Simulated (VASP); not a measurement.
# Y (P6_3/mmc) in VASP: notebook, part 3 of 7

VASP 6.6.1.

## 30. Equation of state, PBEsol, 32.02 Å³/atom

File INCAR:

```
SYSTEM = Y
  ADDGRID = .FALSE.
  ALGO = Normal
  EDIFF = 1E-6
  ENCUT = 400
  GGA = PS
  ISIF = 2
  ISMEAR = -1
  LASPH = .TRUE.
  LCHARG = .FALSE.
  LREAL = .FALSE.
  LWAVE = .FALSE.
  NELM = 100
  PREC = Accurate
  SIGMA = 0.15
```

File KPOINTS:

```
k-points
0
G
  13 13 7
  0 0 0
```

File POSCAR:

```
Y
1.0
    3.6105550567      0.0000000000      0.0000000000
   -1.8052775283      3.1268324009      0.0000000000
    0.0000000000      0.0000000000      5.6727111937
Y
2
Direct
    0.6666666667      0.3333333333      0.7500000000
    0.3333333333      0.6666666667      0.2500000000
```

Potentials or basis: VASP PAW PBE potentials, release 64 (Y_sv).

Started as:

```console
$ cat potpaw_PBE.64/Y_sv/POTCAR > POTCAR
$ mpirun -np 1 vasp_std > vasp.out
```

It took 22 s on 1 thread of AMD EPYC 9R45 (Zen 5), shared host; peak memory 0.17 GiB.

The run converged, but some of its settings lie outside the range that counts as converged, so its numbers aren't taken as properties of the crystal.

Results:

```yaml
Free_energy: -13.7663 eV
Pressure: -0.8 GPa
Band_gap_on_the_k_mesh: none (metal or under the smearing width)
```

Caveat: the PAW data sets were made with another functional, which shifts forces and pressure a little.

## 31. Equation of state, PBEsol, 34.00 Å³/atom

INCAR is that of step 30.

KPOINTS is that of step 30.

File POSCAR:

```
Y
1.0
    3.6835152200      0.0000000000      0.0000000000
   -1.8417576100      3.1900177558      0.0000000000
    0.0000000000      0.0000000000      5.7873423041
Y
2
Direct
    0.6666666667      0.3333333333      0.7500000000
    0.3333333333      0.6666666667      0.2500000000
```

Started as:

```console
$ cat potpaw_PBE.64/Y_sv/POTCAR > POTCAR
$ mpirun -np 1 vasp_std > vasp.out
```

Wall time 23 s (1 thread of AMD EPYC 9R45 (Zen 5), shared host); peak memory 0.17 GiB.

These settings aren't checked as converged: the numbers below hold their error.

What came out:

```
Free energy            : -13.7188 eV
Pressure               : -3.0 GPa
Band gap on the k mesh : none (metal or under the smearing width)
```

Caveat: the PAW data sets were made with another functional, which shifts forces and pressure a little.

## 32. Equation of state, PBEsol, 32.02 Å³/atom

Edit INCAR of step 31 so:

```diff
@@ -4,3 +4,3 @@
   EDIFF = 1E-6
-  ENCUT = 400
+  ENCUT = 300
   GGA = PS
```

File KPOINTS:

```
k-points
0
G
  15 15 9
  0 0 0
```

File POSCAR:

```
Y
1.0
    3.6105550567      0.0000000000      0.0000000000
   -1.8052775283      3.1268324009      0.0000000000
    0.0000000000      0.0000000000      5.6727111937
Y
2
Direct
    0.6666666667      0.3333333333      0.7500000000
    0.3333333333      0.6666666667      0.2500000000
```

Started as:

```console
$ cat potpaw_PBE.64/Y_sv/POTCAR > POTCAR
$ mpirun -np 1 vasp_std > vasp.out
```

Wall time 20 s (1 thread of AMD EPYC 9R45 (Zen 5), shared host); peak memory 0.15 GiB.

The run converged, but some of its settings lie outside the range that counts as converged, so its numbers aren't taken as properties of the crystal.

What came out:

| Item | Value |
| --- | --- |
| Free energy | -13.7616 eV |
| Pressure | -1.0 GPa |
| Band gap on the k mesh | none (metal or under the smearing width) |

Caveat: the PAW data sets were made with another functional, which shifts forces and pressure a little.

## 33. Equation of state, PBEsol, 34.00 Å³/atom

INCAR is that of step 32.

KPOINTS is that of step 32.

File POSCAR:

```
Y
1.0
    3.6835152200      0.0000000000      0.0000000000
   -1.8417576100      3.1900177558      0.0000000000
    0.0000000000      0.0000000000      5.7873423041
Y
2
Direct
    0.6666666667      0.3333333333      0.7500000000
    0.3333333333      0.6666666667      0.2500000000
```

Potentials or basis: VASP PAW PBE potentials, release 64 (Y_sv).

Started as:

```console
$ cat potpaw_PBE.64/Y_sv/POTCAR > POTCAR
$ mpirun -np 1 vasp_std > vasp.out
```

Wall time 31 s (1 thread of AMD EPYC 9R45 (Zen 5), shared host); peak memory 0.17 GiB.

These settings aren't checked as converged: the numbers below hold their error.

What came out:

```
Free energy            : -13.7145 eV
Pressure               : -3.1 GPa
Band gap on the k mesh : none (metal or under the smearing width)
```

Caveat: the PAW data sets were made with another functional, which shifts forces and pressure a little.

## 34. Equation of state, PBEsol, 32.02 Å³/atom

Edit INCAR of step 33 so:

```diff
@@ -4,3 +4,3 @@
   EDIFF = 1E-6
-  ENCUT = 300
+  ENCUT = 450
   GGA = PS
```

File KPOINTS:

```
k-points
0
G
  13 13 7
  0 0 0
```

File POSCAR:

```
Y
1.0
    3.6105550567      0.0000000000      0.0000000000
   -1.8052775283      3.1268324009      0.0000000000
    0.0000000000      0.0000000000      5.6727111937
Y
2
Direct
    0.6666666667      0.3333333333      0.7500000000
    0.3333333333      0.6666666667      0.2500000000
```

Started as:

```console
$ cat potpaw_PBE.64/Y_sv/POTCAR > POTCAR
$ mpirun -np 1 vasp_std > vasp.out
```

Run time: 31 s. Hardware: 1 thread of AMD EPYC 9R45 (Zen 5), shared host; peak memory 0.19 GiB.

These settings aren't checked as converged: the numbers below hold their error.

Results:

```
Free energy            : -13.7665 eV
Pressure               : -0.8 GPa
Band gap on the k mesh : none (metal or under the smearing width)
```

Caveat: the PAW data sets were made with another functional, which shifts forces and pressure a little.

## 35. Equation of state, PBEsol, 34.00 Å³/atom

INCAR is that of step 34.

KPOINTS is that of step 34.

File POSCAR:

```
Y
1.0
    3.6835152200      0.0000000000      0.0000000000
   -1.8417576100      3.1900177558      0.0000000000
    0.0000000000      0.0000000000      5.7873423041
Y
2
Direct
    0.6666666667      0.3333333333      0.7500000000
    0.3333333333      0.6666666667      0.2500000000
```

Started as:

```console
$ cat potpaw_PBE.64/Y_sv/POTCAR > POTCAR
$ mpirun -np 1 vasp_std > vasp.out
```

Wall time 31 s (1 thread of AMD EPYC 9R45 (Zen 5), shared host); peak memory 0.2 GiB.

These settings aren't checked as converged: the numbers below hold their error.

What came out:

| Quantity | Value |
| --- | --- |
| Free energy | -13.7190 eV |
| Pressure | -3.0 GPa |
| Band gap on the k mesh | none (metal or under the smearing width) |

Caveat: the PAW data sets were made with another functional, which shifts forces and pressure a little.

## 36. Equation of state, PBEsol, 32.02 Å³/atom

Edit INCAR of step 35 so:

```diff
@@ -14,2 +14,2 @@
   PREC = Accurate
-  SIGMA = 0.15
+  SIGMA = 0.4
```

KPOINTS is that of step 35.

File POSCAR:

```
Y
1.0
    3.6105550567      0.0000000000      0.0000000000
   -1.8052775283      3.1268324009      0.0000000000
    0.0000000000      0.0000000000      5.6727111937
Y
2
Direct
    0.6666666667      0.3333333333      0.7500000000
    0.3333333333      0.6666666667      0.2500000000
```

Potentials or basis: VASP PAW PBE potentials, release 64 (Y_sv).

Started as:

```console
$ cat potpaw_PBE.64/Y_sv/POTCAR > POTCAR
$ mpirun -np 1 vasp_std > vasp.out
```

Wall time 30 s (1 thread of AMD EPYC 9R45 (Zen 5), shared host); peak memory 0.2 GiB.

The run converged, but some of its settings lie outside the range that counts as converged, so its numbers aren't taken as properties of the crystal.

Results:

- Free energy: -14.4369 eV
- Pressure: 0.4 GPa
- Band gap on the k mesh: none (metal or under the smearing width)

Caveat: the PAW data sets were made with another functional, which shifts forces and pressure a little.

## 37. Equation of state, PBEsol, 34.00 Å³/atom

INCAR is that of step 36.

KPOINTS is that of step 36.

File POSCAR:

```
Y
1.0
    3.6835152200      0.0000000000      0.0000000000
   -1.8417576100      3.1900177558      0.0000000000
    0.0000000000      0.0000000000      5.7873423041
Y
2
Direct
    0.6666666667      0.3333333333      0.7500000000
    0.3333333333      0.6666666667      0.2500000000
```

Started as:

```console
$ cat potpaw_PBE.64/Y_sv/POTCAR > POTCAR
$ mpirun -np 1 vasp_std > vasp.out
```

Run time: 30 s. Hardware: 1 thread of AMD EPYC 9R45 (Zen 5), shared host; peak memory 0.2 GiB.

These settings aren't checked as converged: the numbers below hold their error.

What came out:

| Property | Result |
| --- | --- |
| Free energy | -14.4187 eV |
| Pressure | -1.8 GPa |
| Band gap on the k mesh | none (metal or under the smearing width) |

Caveat: the PAW data sets were made with another functional, which shifts forces and pressure a little.

## 38. Equation of state, PBEsol, 32.02 Å³/atom

Edit INCAR of step 37 so:

```diff
@@ -14,2 +14,2 @@
   PREC = Accurate
-  SIGMA = 0.4
+  SIGMA = 0.2
```

KPOINTS is that of step 37.

File POSCAR:

```
Y
1.0
    3.6105550567      0.0000000000      0.0000000000
   -1.8052775283      3.1268324009      0.0000000000
    0.0000000000      0.0000000000      5.6727111937
Y
2
Direct
    0.6666666667      0.3333333333      0.7500000000
    0.3333333333      0.6666666667      0.2500000000
```

Started as:

```console
$ cat potpaw_PBE.64/Y_sv/POTCAR > POTCAR
$ mpirun -np 1 vasp_std > vasp.out
```

Wall time 36 s (1 thread of AMD EPYC 9R45 (Zen 5), shared host); peak memory 0.2 GiB.

These settings aren't checked as converged: the numbers below hold their error.

Results:

```
Free energy            : -13.8594 eV
Pressure               : -0.7 GPa
Band gap on the k mesh : none (metal or under the smearing width)
```

Caveat: the PAW data sets were made with another functional, which shifts forces and pressure a little.

## 39. Equation of state, PBEsol, 34.00 Å³/atom

INCAR is that of step 38.

KPOINTS is that of step 38.

File POSCAR:

```
Y
1.0
    3.6835152200      0.0000000000      0.0000000000
   -1.8417576100      3.1900177558      0.0000000000
    0.0000000000      0.0000000000      5.7873423041
Y
2
Direct
    0.6666666667      0.3333333333      0.7500000000
    0.3333333333      0.6666666667      0.2500000000
```

Potentials or basis: VASP PAW PBE potentials, release 64 (Y_sv).

Started as:

```console
$ cat potpaw_PBE.64/Y_sv/POTCAR > POTCAR
$ mpirun -np 1 vasp_std > vasp.out
```

It took 32 s on 1 thread of AMD EPYC 9R45 (Zen 5), shared host; peak memory 0.2 GiB.

These settings aren't checked as converged: the numbers below hold their error.

Results:

* Free energy: -13.8160 eV
* Pressure: -2.8 GPa
* Band gap on the k mesh: none (metal or under the smearing width)

Caveat: the PAW data sets were made with another functional, which shifts forces and pressure a little.

## 40. Equation of state, PBEsol, 32.02 Å³/atom

Edit INCAR of step 39 so:

```diff
@@ -14,2 +14,2 @@
   PREC = Accurate
-  SIGMA = 0.2
+  SIGMA = 0.1
```

KPOINTS is that of step 39.

File POSCAR:

```
Y
1.0
    3.6105550567      0.0000000000      0.0000000000
   -1.8052775283      3.1268324009      0.0000000000
    0.0000000000      0.0000000000      5.6727111937
Y
2
Direct
    0.6666666667      0.3333333333      0.7500000000
    0.3333333333      0.6666666667      0.2500000000
```

Started as:

```console
$ cat potpaw_PBE.64/Y_sv/POTCAR > POTCAR
$ mpirun -np 1 vasp_std > vasp.out
```

Wall time 34 s (1 thread of AMD EPYC 9R45 (Zen 5), shared host); peak memory 0.19 GiB.

These settings aren't checked as converged: the numbers below hold their error.

Results:

```yaml
Free_energy: -13.6945 eV
Pressure: -1.0 GPa
Band_gap_on_the_k_mesh: none (metal or under the smearing width)
```

Caveat: the PAW data sets were made with another functional, which shifts forces and pressure a little.

## 41. Equation of state, PBEsol, 34.00 Å³/atom

INCAR is that of step 40.

KPOINTS is that of step 40.

File POSCAR:

```
Y
1.0
    3.6835152200      0.0000000000      0.0000000000
   -1.8417576100      3.1900177558      0.0000000000
    0.0000000000      0.0000000000      5.7873423041
Y
2
Direct
    0.6666666667      0.3333333333      0.7500000000
    0.3333333333      0.6666666667      0.2500000000
```

Started as:

```console
$ cat potpaw_PBE.64/Y_sv/POTCAR > POTCAR
$ mpirun -np 1 vasp_std > vasp.out
```

It took 32 s on 1 thread of AMD EPYC 9R45 (Zen 5), shared host; peak memory 0.2 GiB.

The run converged, but some of its settings lie outside the range that counts as converged, so its numbers aren't taken as properties of the crystal.

What came out:

```
Free energy            : -13.6440 eV
Pressure               : -3.1 GPa
Band gap on the k mesh : none (metal or under the smearing width)
```

Caveat: the PAW data sets were made with another functional, which shifts forces and pressure a little.

## 42. Equation of state, PBEsol, 32.02 Å³/atom

Edit INCAR of step 41 so:

```diff
@@ -14,2 +14,2 @@
   PREC = Accurate
-  SIGMA = 0.1
+  SIGMA = 0.05
```

KPOINTS is that of step 41.

File POSCAR:

```
Y
1.0
    3.6105550567      0.0000000000      0.0000000000
   -1.8052775283      3.1268324009      0.0000000000
    0.0000000000      0.0000000000      5.6727111937
Y
2
Direct
    0.6666666667      0.3333333333      0.7500000000
    0.3333333333      0.6666666667      0.2500000000
```

Potentials or basis: VASP PAW PBE potentials, release 64 (Y_sv).

Started as:

```console
$ cat potpaw_PBE.64/Y_sv/POTCAR > POTCAR
$ mpirun -np 1 vasp_std > vasp.out
```

It took 32 s on 1 thread of AMD EPYC 9R45 (Zen 5), shared host; peak memory 0.2 GiB.

These settings aren't checked as converged: the numbers below hold their error.

Results:

| Item | Value |
| --- | --- |
| Free energy | -13.6462 eV |
| Pressure | -1.0 GPa |
| Band gap on the k mesh | none (metal or under the smearing width) |

Caveat: the PAW data sets were made with another functional, which shifts forces and pressure a little.

## 43. Equation of state, PBEsol, 34.00 Å³/atom

INCAR is that of step 42.

KPOINTS is that of step 42.

File POSCAR:

```
Y
1.0
    3.6835152200      0.0000000000      0.0000000000
   -1.8417576100      3.1900177558      0.0000000000
    0.0000000000      0.0000000000      5.7873423041
Y
2
Direct
    0.6666666667      0.3333333333      0.7500000000
    0.3333333333      0.6666666667      0.2500000000
```

Started as:

```console
$ cat potpaw_PBE.64/Y_sv/POTCAR > POTCAR
$ mpirun -np 1 vasp_std > vasp.out
```

Wall time 31 s (1 thread of AMD EPYC 9R45 (Zen 5), shared host); peak memory 0.2 GiB.

These settings aren't checked as converged: the numbers below hold their error.

What came out:

* Free energy: -13.5942 eV
* Pressure: -3.2 GPa
* Band gap on the k mesh: none (metal or under the smearing width)

Caveat: the PAW data sets were made with another functional, which shifts forces and pressure a little.

## 44. Equation of state, PBEsol, 32.02 Å³/atom

Edit INCAR of step 43 so:

```diff
@@ -14,2 +14,2 @@
   PREC = Accurate
-  SIGMA = 0.05
+  SIGMA = 0.02
```

KPOINTS is that of step 43.

File POSCAR:

```
Y
1.0
    3.6105550567      0.0000000000      0.0000000000
   -1.8052775283      3.1268324009      0.0000000000
    0.0000000000      0.0000000000      5.6727111937
Y
2
Direct
    0.6666666667      0.3333333333      0.7500000000
    0.3333333333      0.6666666667      0.2500000000
```

Started as:

```console
$ cat potpaw_PBE.64/Y_sv/POTCAR > POTCAR
$ mpirun -np 1 vasp_std > vasp.out
```

Run time: 33 s. Hardware: 1 thread of AMD EPYC 9R45 (Zen 5), shared host; peak memory 0.2 GiB.

The run converged, but some of its settings lie outside the range that counts as converged, so its numbers aren't taken as properties of the crystal.

What came out:

* Free energy: -13.6304 eV
* Pressure: -1.0 GPa
* Band gap on the k mesh: none (metal or under the smearing width)

Caveat: the PAW data sets were made with another functional, which shifts forces and pressure a little.

## 45. Equation of state, PBEsol, 34.00 Å³/atom

INCAR is that of step 44.

KPOINTS is that of step 44.

File POSCAR:

```
Y
1.0
    3.6835152200      0.0000000000      0.0000000000
   -1.8417576100      3.1900177558      0.0000000000
    0.0000000000      0.0000000000      5.7873423041
Y
2
Direct
    0.6666666667      0.3333333333      0.7500000000
    0.3333333333      0.6666666667      0.2500000000
```

Potentials or basis: VASP PAW PBE potentials, release 64 (Y_sv).

Started as:

```console
$ cat potpaw_PBE.64/Y_sv/POTCAR > POTCAR
$ mpirun -np 1 vasp_std > vasp.out
```

Wall time 36 s (1 thread of AMD EPYC 9R45 (Zen 5), shared host); peak memory 0.2 GiB.

The run converged, but some of its settings lie outside the range that counts as converged, so its numbers aren't taken as properties of the crystal.

What came out:

```
Free energy            : -13.5781 eV
Pressure               : -3.2 GPa
Band gap on the k mesh : none (metal or under the smearing width)
```

Caveat: the PAW data sets were made with another functional, which shifts forces and pressure a little.

## 46. Equation of state, PBEsol, 32.02 Å³/atom

Edit INCAR of step 45 so:

```diff
@@ -13,3 +13,3 @@
   NELM = 100
-  PREC = Accurate
-  SIGMA = 0.02
+  PREC = Low
+  SIGMA = 0.15
```

KPOINTS is that of step 45.

File POSCAR:

```
Y
1.0
    3.6105550567      0.0000000000      0.0000000000
   -1.8052775283      3.1268324009      0.0000000000
    0.0000000000      0.0000000000      5.6727111937
Y
2
Direct
    0.6666666667      0.3333333333      0.7500000000
    0.3333333333      0.6666666667      0.2500000000
```

Started as:

```console
$ cat potpaw_PBE.64/Y_sv/POTCAR > POTCAR
$ mpirun -np 1 vasp_std > vasp.out
```

Run time: 19 s. Hardware: 1 thread of AMD EPYC 9R45 (Zen 5), shared host; peak memory 0.13 GiB.

The run converged, but some of its settings lie outside the range that counts as converged, so its numbers aren't taken as properties of the crystal.

Results:

```yaml
Free_energy: -13.7667 eV
Pressure: -0.8 GPa
Band_gap_on_the_k_mesh: none (metal or under the smearing width)
```

Caveat: the PAW data sets were made with another functional, which shifts forces and pressure a little.

## 47. Equation of state, PBEsol, 34.00 Å³/atom

INCAR is that of step 46.

KPOINTS is that of step 46.

File POSCAR:

```
Y
1.0
    3.6835152200      0.0000000000      0.0000000000
   -1.8417576100      3.1900177558      0.0000000000
    0.0000000000      0.0000000000      5.7873423041
Y
2
Direct
    0.6666666667      0.3333333333      0.7500000000
    0.3333333333      0.6666666667      0.2500000000
```

Started as:

```console
$ cat potpaw_PBE.64/Y_sv/POTCAR > POTCAR
$ mpirun -np 1 vasp_std > vasp.out
```

It took 21 s on 1 thread of AMD EPYC 9R45 (Zen 5), shared host; peak memory 0.14 GiB.

The run converged, but some of its settings lie outside the range that counts as converged, so its numbers aren't taken as properties of the crystal.

Results:

| Property | Result |
| --- | --- |
| Free energy | -13.7192 eV |
| Pressure | -3.0 GPa |
| Band gap on the k mesh | none (metal or under the smearing width) |

Caveat: the PAW data sets were made with another functional, which shifts forces and pressure a little.

## 48. Equation of state, PBEsol, 32.02 Å³/atom

Edit INCAR of step 47 so:

```diff
@@ -13,3 +13,3 @@
   NELM = 100
-  PREC = Low
+  PREC = Normal
   SIGMA = 0.15
```

KPOINTS is that of step 47.

File POSCAR:

```
Y
1.0
    3.6105550567      0.0000000000      0.0000000000
   -1.8052775283      3.1268324009      0.0000000000
    0.0000000000      0.0000000000      5.6727111937
Y
2
Direct
    0.6666666667      0.3333333333      0.7500000000
    0.3333333333      0.6666666667      0.2500000000
```

Potentials or basis: VASP PAW PBE potentials, release 64 (Y_sv).

Started as:

```console
$ cat potpaw_PBE.64/Y_sv/POTCAR > POTCAR
$ mpirun -np 1 vasp_std > vasp.out
```

It took 20 s on 1 thread of AMD EPYC 9R45 (Zen 5), shared host; peak memory 0.15 GiB.

These settings aren't checked as converged: the numbers below hold their error.

Results:

* Free energy: -13.7664 eV
* Pressure: -0.8 GPa
* Band gap on the k mesh: none (metal or under the smearing width)

Caveat: the PAW data sets were made with another functional, which shifts forces and pressure a little.

## 49. Equation of state, PBEsol, 34.00 Å³/atom

INCAR is that of step 48.

KPOINTS is that of step 48.

File POSCAR:

```
Y
1.0
    3.6835152200      0.0000000000      0.0000000000
   -1.8417576100      3.1900177558      0.0000000000
    0.0000000000      0.0000000000      5.7873423041
Y
2
Direct
    0.6666666667      0.3333333333      0.7500000000
    0.3333333333      0.6666666667      0.2500000000
```

Started as:

```console
$ cat potpaw_PBE.64/Y_sv/POTCAR > POTCAR
$ mpirun -np 1 vasp_std > vasp.out
```

It took 20 s on 1 thread of AMD EPYC 9R45 (Zen 5), shared host; peak memory 0.16 GiB.

The run converged, but some of its settings lie outside the range that counts as converged, so its numbers aren't taken as properties of the crystal.

Results:

* Free energy: -13.7190 eV
* Pressure: -3.0 GPa
* Band gap on the k mesh: none (metal or under the smearing width)

Caveat: the PAW data sets were made with another functional, which shifts forces and pressure a little.

## 50. Equation of state, PBEsol, 32.02 Å³/atom

Edit INCAR of step 49 so:

```diff
@@ -10,6 +10,6 @@
   LCHARG = .FALSE.
-  LREAL = .FALSE.
+  LREAL = Auto
   LWAVE = .FALSE.
   NELM = 100
-  PREC = Normal
+  PREC = Accurate
   SIGMA = 0.15
```

KPOINTS is that of step 49.

File POSCAR:

```
Y
1.0
    3.6105550567      0.0000000000      0.0000000000
   -1.8052775283      3.1268324009      0.0000000000
    0.0000000000      0.0000000000      5.6727111937
Y
2
Direct
    0.6666666667      0.3333333333      0.7500000000
    0.3333333333      0.6666666667      0.2500000000
```

Started as:

```console
$ cat potpaw_PBE.64/Y_sv/POTCAR > POTCAR
$ mpirun -np 1 vasp_std > vasp.out
```

It took 63 s on 1 thread of AMD EPYC 9R45 (Zen 5), shared host; peak memory 0.17 GiB.

These settings aren't checked as converged: the numbers below hold their error.

What came out:

| Property | Result |
| --- | --- |
| Free energy | -13.7661 eV |
| Pressure | -0.8 GPa |
| Band gap on the k mesh | none (metal or under the smearing width) |

Caveat: the PAW data sets were made with another functional, which shifts forces and pressure a little.

(Part 3 of 7 ends here.)
